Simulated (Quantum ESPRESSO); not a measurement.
## LiH (Fm-3m): zone-centre phonons

Which modes does LiH (Fm-3m) have at the zone centre?

Program: Quantum ESPRESSO 7.5. Level of theory: DFT LDA, scalar-relativistic, plane waves, PseudoDojo norm-conserving pseudopotentials. Results are calculated unless marked as measured.

The database entry behind the starting cell differs from later determinations by our own check (the deuteride, about 0.2 % short), so it need not match the best structure at ambient conditions.

### Step 1. The structure

The structure is cubic, space group Fm-3m (No. 225). Conventional cell: a = 4.074 Å, b = 4.074 Å, c = 4.074 Å, α = 90.00°, β = 90.00°, γ = 90.00°. Li has 6 H at 2.04 Å nearest. Nearest to H lie 6 Li at 2.04 Å. Farther neighbours are not listed.

Coordinates:

```cif
data_structure
_symmetry_space_group_name_H-M 'P 1'
_symmetry_Int_Tables_number 1
_cell_length_a 2.8804
_cell_length_b 2.8804
_cell_length_c 2.8804
_cell_angle_alpha 60.000
_cell_angle_beta 60.000
_cell_angle_gamma 60.000
_cell_volume 16.90
loop_
_atom_site_label
_atom_site_type_symbol
_atom_site_fract_x
_atom_site_fract_y
_atom_site_fract_z
_atom_site_occupancy
Li1 Li 0.00000 0.00000 0.00000 1
H2 H 0.50000 0.50000 0.50000 1
```

### Step 2. A first look

A cheap run with smearing and empty bands tells whether the crystal has a gap, which decides between fixed occupations and smearing later on.

Input file probe.in:

```
&control
   calculation = 'scf'
   prefix = 'x'
   outdir = './tmp'
   pseudo_dir = './pseudo'
   tprnfor = .true.
   tstress = .true.
   verbosity = 'high'
/
&system
   ibrav = 0
   nat = 2
   ntyp = 2
   ecutwfc = 74.0
   occupations = 'smearing'
   smearing = 'gaussian'
   degauss = 0.01
/
&electrons
   conv_thr = 1.0d-07
   mixing_beta = 0.7
   electron_maxstep = 100
/
ATOMIC_SPECIES
 Li      6.9400  Li.upf
 H       1.0080  H.upf
CELL_PARAMETERS angstrom
     0.000000000    2.036750000    2.036750000
     2.036750000    0.000000000    2.036750000
     2.036750000    2.036750000    0.000000000
ATOMIC_POSITIONS crystal
 Li     0.000000000   0.000000000   0.000000000
 H      0.500000000   0.500000000   0.500000000
K_POINTS automatic
 8 8 8 0 0 0
```

The run is started by

```console
OMP_NUM_THREADS=1 mpirun -n 4 pw.x -nk 4 -in probe.in > probe.out
```

What it wrote:

```text
[banners, grids, parts of the stress and lines that vanish by symmetry left out]
Program PWSCF v.7.5
     Message from routine setup:
     using ibrav=0 with symmetry is DISCOURAGED, use correct ibrav instead
[...]
kinetic-energy cutoff     =      74.0000  Ry
     charge density cutoff     =     296.0000  Ry
     scf convergence threshold =      1.0E-07
[...]
Exchange-correlation= SLA  PW   NOGX NOGC
                           (   1   4   0   0   0   0   0)
[...]
48 Sym. Ops., with inversion, found
[...]
(     0          1          0      )
                  (     0          0          1      )
[...]
( -0.0000000  1.0000000  0.0000000 )
                  ( -0.0000000  0.0000000  1.0000000 )
[...]
(     1          0         -1      )
                  (     0          0         -1      )
[...]
(  0.0000000 -1.0000000 -0.0000000 )
[...]
(    -1          1          0      )
                  (     0          1         -1      )
[...]
( -1.0000000  0.0000000 -0.0000000 )
                  ( -0.0000000  1.0000000 -0.0000000 )
[...]
number of k points=    29  Gaussian smearing, width (Ry)=  0.0100
[...]
End of self-consistent calculation
[...]
the Fermi energy is     1.4755 ev
!    total energy              =     -15.44805757 Ry
[...]
convergence has been achieved in   4 iterations
[...]
atom    1 type  1   force =     0.00000000    0.00000000    0.00000000
     atom    2 type  2   force =     0.00000000    0.00000000    0.00000000
[...]
Total force =     0.000000     Total SCF correction =     0.000000
[...]
total   stress  (Ry/bohr**3)                   (kbar)     P=      -41.00
[...]
XML data file, charge density, pseudopotentials, collected wavefunctions

   JOB DONE.
```

Elapsed: 2.6 s, on 4 MPI ranks of Intel Xeon at 2.50GHz (Skylake/Cascade Lake), shared host; 8.7 s of CPU time.

Read from the output:

| Quantity | Value |
| --- | --- |
| volume per atom | 8.449 Å³ |
| pressure | -4.1 GPa |
| gap on the k-mesh | 2.660 eV |

A gap of 2.7 eV opens on this mesh, so the crystal is taken as an insulator; the start stands at -4.1 GPa.

### Step 3. Relaxing the cell and atoms

The relaxation runs at a cutoff a fifth above that of the response, since stress converges more slowly with the basis than frequencies do. Forces and stress are brought to rest with tight thresholds.

Input file relax.in:

```
&control
   calculation = 'vc-relax'
   prefix = 'x'
   outdir = './tmp'
   pseudo_dir = './pseudo'
   tprnfor = .true.
   tstress = .true.
   forc_conv_thr = 2.0d-05
   etot_conv_thr = 1.0d-07
   nstep = 40
/
&system
   ibrav = 0
   nat = 2
   ntyp = 2
   ecutwfc = 89
   occupations = 'fixed'
   nbnd = 4
/
&electrons
   conv_thr = 1.0d-11
   mixing_beta = 0.7
   electron_maxstep = 100
/
&ions
/
&cell
   press_conv_thr = 0.2
/
ATOMIC_SPECIES
 Li      6.9400  Li.upf
 H       1.0080  H.upf
CELL_PARAMETERS angstrom
     0.000000000    2.036750000    2.036750000
     2.036750000    0.000000000    2.036750000
     2.036750000    2.036750000    0.000000000
ATOMIC_POSITIONS crystal
 Li     0.000000000   0.000000000   0.000000000
 H      0.500000000   0.500000000   0.500000000
K_POINTS automatic
 8 8 8 0 0 0
```

The run is started by

```console
OMP_NUM_THREADS=1 mpirun -n 4 pw.x -nk 4 -in relax.in > relax.out
```

What it wrote:

```text
[banners, grids, parts of the stress and lines that vanish by symmetry left out]
[banner, memory and clock lines left out]
Program PWSCF v.7.5

[...]
kinetic-energy cutoff     =      89.0000  Ry
     charge density cutoff     =     356.0000  Ry
     scf convergence threshold =      1.0E-11
[...]
energy convergence thresh.=      1.0E-07
     force convergence thresh. =      2.0E-05
     press convergence thresh. =      2.0E-01
     Exchange-correlation= SLA  PW   NOGX NOGC
                           (   1   4   0   0   0   0   0)
[...]
48 Sym. Ops., with inversion, found
[...]
number of k points=    29
[...]
End of self-consistent calculation
[...]
highest occupied, lowest unoccupied level (ev):     0.3802    3.0396
!    total energy              =     -15.44807593 Ry
[...]
convergence has been achieved in   6 iterations
[...]
atom    1 type  1   force =     0.00000000    0.00000000   -0.00000000
     atom    2 type  2   force =    -0.00000000   -0.00000000    0.00000000
     Total force =     0.000000     Total SCF correction =     0.000000
[...]
total   stress  (Ry/bohr**3)                   (kbar)     P=      -40.70
[...]
number of bfgs steps    =   0
[...]
CELL_PARAMETERS (angstrom)
[...]
ATOMIC_POSITIONS (crystal)
Li              -0.0000000000       -0.0000000000        0.0000000000
H                0.5000000000        0.5000000000        0.5000000000
[...]
New effective cutoffs (rho, wfc):  359.39   90.23
[...]
End of self-consistent calculation
[...]
highest occupied, lowest unoccupied level (ev):     0.4858    3.1277
!    total energy              =     -15.44868168 Ry
[...]
convergence has been achieved in   4 iterations
[...]
atom    1 type  1   force =    -0.00000000    0.00000000   -0.00000000
     atom    2 type  2   force =     0.00000000   -0.00000000   -0.00000000
     Total force =     0.000000     Total SCF correction =     0.000000
[...]
total   stress  (Ry/bohr**3)                   (kbar)     P=      -35.03
[...]
number of bfgs steps    =   1
[...]
WARNING: bfgs curvature condition failed, Theta= 0.943
[...]
CELL_PARAMETERS (angstrom)
[...]
ATOMIC_POSITIONS (crystal)
Li              -0.0000000000       -0.0000000000        0.0000000000
H                0.5000000000        0.5000000000        0.5000000000
[...]
New effective cutoffs (rho, wfc):  367.02   92.14
[...]
End of self-consistent calculation
[...]
highest occupied, lowest unoccupied level (ev):     0.6501    3.2640
!    total energy              =     -15.44939804 Ry
[...]
convergence has been achieved in   5 iterations
[...]
atom    1 type  1   force =    -0.00000000   -0.00000000    0.00000000
     atom    2 type  2   force =     0.00000000    0.00000000   -0.00000000
     Total force =     0.000000     Total SCF correction =     0.000000
[...]
total   stress  (Ry/bohr**3)                   (kbar)     P=      -25.57
[...]
number of bfgs steps    =   2
[...]
CELL_PARAMETERS (angstrom)
[...]
ATOMIC_POSITIONS (crystal)
[...]
New effective cutoffs (rho, wfc):  378.93   95.13
[...]
End of self-consistent calculation
[...]
Total force =     0.000000     Total SCF correction =     0.000000
[...]
total   stress  (Ry/bohr**3)                   (kbar)     P=       -8.99
[...]
number of bfgs steps    =   3
[...]
CELL_PARAMETERS (angstrom)
[...]
ATOMIC_POSITIONS (crystal)
[...]
New effective cutoffs (rho, wfc):  385.31   96.73
[...]
End of self-consistent calculation
[...]
highest occupied, lowest unoccupied level (ev):     1.0518    3.5936
!    total energy              =     -15.45007523 Ry
[...]
convergence has been achieved in   5 iterations
[...]
atom    1 type  1   force =     0.00000000    0.00000000    0.00000000
     atom    2 type  2   force =     0.00000000    0.00000000    0.00000000
     Total force =     0.000000     Total SCF correction =     0.000000
[...]
total   stress  (Ry/bohr**3)                   (kbar)     P=        0.83
[...]
number of bfgs steps    =   4
[...]
CELL_PARAMETERS (angstrom)
[...]
ATOMIC_POSITIONS (crystal)
[...]
New effective cutoffs (rho, wfc):  384.77   96.60
[...]
End of self-consistent calculation
[...]
highest occupied, lowest unoccupied level (ev):     1.0398    3.5838
!    total energy              =     -15.45007581 Ry
[...]
convergence has been achieved in   4 iterations
[...]
atom    1 type  1   force =    -0.00000000   -0.00000000    0.00000000
     atom    2 type  2   force =    -0.00000000   -0.00000000    0.00000000
     Total force =     0.000000     Total SCF correction =     0.000000
[...]
total   stress  (Ry/bohr**3)                   (kbar)     P=       -0.02
[...]
number of bfgs steps    =   5
[...]
small trust_radius: resetting bfgs history
[...]
CELL_PARAMETERS (angstrom)
[...]
ATOMIC_POSITIONS (crystal)
[...]
New effective cutoffs (rho, wfc):  384.77   96.60
[...]
End of self-consistent calculation
[...]
highest occupied, lowest unoccupied level (ev):     1.0399    3.5839
!    total energy              =     -15.45007581 Ry
[...]
convergence has been achieved in   2 iterations
[...]
atom    1 type  1   force =     0.00000000    0.00000000    0.00000000
     atom    2 type  2   force =    -0.00000000    0.00000000    0.00000000
     Total force =     0.000000     Total SCF correction =     0.000000
[...]
total   stress  (Ry/bohr**3)                   (kbar)     P=       -0.02
[...]
bfgs converged in   7 scf cycles and   6 bfgs steps
[...]
End of BFGS Geometry Optimization
     Final enthalpy           =     -15.4500758138 Ry
     File ./tmp/x.bfgs deleted, as requested
[...]
CELL_PARAMETERS (angstrom)
[...]
ATOMIC_POSITIONS (crystal)
Li              -0.0000000000       -0.0000000000       -0.0000000000
H                0.5000000000        0.5000000000        0.5000000000
[...]
Final scf calculation at the relaxed structure.
[...]
kinetic-energy cutoff     =      89.0000  Ry
     charge density cutoff     =     356.0000  Ry
     scf convergence threshold =      1.0E-13
[...]
press convergence thresh. =      2.0E-01
     Exchange-correlation= SLA  PW   NOGX NOGC
                           (   1   4   0   0   0   0   0)
[...]
48 Sym. Ops., with inversion, found
[...]
number of k points=    29
[...]
End of self-consistent calculation
[...]
highest occupied, lowest unoccupied level (ev):     1.0399    3.5839
!    total energy              =     -15.45007246 Ry
[...]
convergence has been achieved in   8 iterations
[...]
atom    1 type  1   force =     0.00000000    0.00000000    0.00000000
     atom    2 type  2   force =     0.00000000    0.00000000    0.00000000
     Total force =     0.000000     Total SCF correction =     0.000000
[...]
total   stress  (Ry/bohr**3)                   (kbar)     P=       -0.02
[...]
XML data file, charge density, pseudopotentials, collected wavefunctions
```

Elapsed: 15 s, on 4 MPI ranks.

Relaxation path:

```tsv
step	energy less that of the first step (eV)	largest force (eV/Å)	pressure (GPa)	volume (Å³)
1	0.0000	0.0000	-4.07	16.90
2	-0.0082	0.0000	-3.50	16.55
3	-0.0180	0.0000	-2.56	16.04
4	-0.0262	0.0000	-0.90	15.29
5	-0.0272	0.0000	0.08	14.91
6	-0.0272	0.0000	0.00	14.94
7	-0.0272	0.0000	0.00	14.94
8	-0.0272	0.0000	0.00	14.94
```

```tsv
conventional cell, symmetrised	before	after	change
a (Å)	4.074	3.910	-4.0 %
b (Å)	4.074	3.910	-4.0 %
c (Å)	4.074	3.910	-4.0 %
volume (Å³/atom)	8.45	7.47	-11.6 %
```

The relaxed structure:

```
CELL_PARAMETERS angstrom
0.00000 1.95481 1.95481
1.95481 0.00000 1.95481
1.95481 1.95481 0.00000
ATOMIC_POSITIONS crystal
Li 0.00000 0.00000 0.00000
H 0.50000 0.50000 0.50000
```

The last row of the table of steps is pw.x's closing run on a basis chosen anew for the final cell, so its energy can jump.

Read from the output:

| Quantity | Value |
| --- | --- |
| volume per atom | 7.470 Å³ |
| pressure | -0.002 GPa |
| gap on the k-mesh | 2.544 eV |

The volume changes by -11.6 % from the cell with which this run began.

### Step 4. Ground state

Perturbation theory inherits every error of the wavefunctions, so the threshold is set near the limit of the arithmetic. With a gap, occupations are fixed, which also allows the response to an electric field.

Input file scf.in:

```
&control
   calculation = 'scf'
   prefix = 'x'
   outdir = './tmp'
   pseudo_dir = './pseudo'
   tprnfor = .true.
   tstress = .true.
/
&system
   ibrav = 0
   nat = 2
   ntyp = 2
   ecutwfc = 74.0
   occupations = 'fixed'
   nbnd = 4
/
&electrons
   conv_thr = 1.0d-12
   mixing_beta = 0.7
   electron_maxstep = 100
/
ATOMIC_SPECIES
 Li      6.9400  Li.upf
 H       1.0080  H.upf
CELL_PARAMETERS angstrom
     0.000000000    1.954808807    1.954808807
     1.954808807    0.000000000    1.954808807
     1.954808807    1.954808807    0.000000000
ATOMIC_POSITIONS crystal
 Li     0.000000000   0.000000000   0.000000000
 H      0.500000000   0.500000000   0.500000000
K_POINTS automatic
 8 8 8 0 0 0
```

The run is started by

```console
OMP_NUM_THREADS=1 mpirun -n 4 pw.x -nk 4 -in scf.in > scf.out
```

What it wrote:

```text
[banners, grids, parts of the stress and lines that vanish by symmetry left out]
[banner, memory and clock lines left out]
Program PWSCF v.7.5

[...]
kinetic-energy cutoff     =      74.0000  Ry
     charge density cutoff     =     296.0000  Ry
     scf convergence threshold =      1.0E-12
[...]
Exchange-correlation= SLA  PW   NOGX NOGC
                           (   1   4   0   0   0   0   0)
[...]
48 Sym. Ops., with inversion, found
[...]
number of k points=    29
[...]
End of self-consistent calculation
[...]
highest occupied, lowest unoccupied level (ev):     1.0399    3.5839
!    total energy              =     -15.45005461 Ry
[...]
convergence has been achieved in   8 iterations
[...]
atom    1 type  1   force =    -0.00000000    0.00000000   -0.00000000
     atom    2 type  2   force =     0.00000000   -0.00000000    0.00000000
     Total force =     0.000000     Total SCF correction =     0.000000
[...]
total   stress  (Ry/bohr**3)                   (kbar)     P=       -0.41
[...]
XML data file, charge density, pseudopotentials, collected wavefunctions
```

Wall time 4.4 s (4 MPI ranks); 12 s of CPU time.

Read from the output:

```
pressure : -0.04100 GPa
```

The cell stands at -0.041 GPa, close enough for phonons.

(Part 1 of 2 ends here.)

[Host names and launcher messages were left out of these logs when they were recorded.]

[Logs are printed without paths, hosts, clocks, repeated set-up lines and the standing remarks that a program may print on its own settings, such as how far it seeks lower states.]

[Hosts, paths, dates, database ids (printed as entryN), source tags and the programs' standing remarks are cut or masked in the printed files.]
